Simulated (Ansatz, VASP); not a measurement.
# Two plane-wave programs on Pb

```
CELL_PARAMETERS angstrom
0.00000 2.47502 2.47502
2.47502 0.00000 2.47502
2.47502 2.47502 0.00000
ATOMIC_POSITIONS crystal
Pb 0.00000 0.00000 0.00000
```

Alike in both runs: task band structure; functional PBE; k mesh 7 × 7 × 7; occupations fermi-dirac, width 0.05 eV; spin-orbit coupling, no magnetisation.

|  | VASP | Ansatz |
| --- | --- | --- |
| version | VASP 6.6.1 | Ansatz 0.2.0 |
| potentials or method | VASP PAW PBE potentials, release 64 (Pb_d) | Ansatz PAW |
| plane-wave cutoff (eV) | 520 | 420 |
| valence electrons in the cell | 14 | 14 |

```csv
,VASP,Ansatz,Ansatz less VASP
gap on the k mesh at the Fermi level (eV),none,none,-
pressure (GPa),2.8,2.7,-0.05
```

A gap of «none» marks a metal or a gap that the smearing closes.
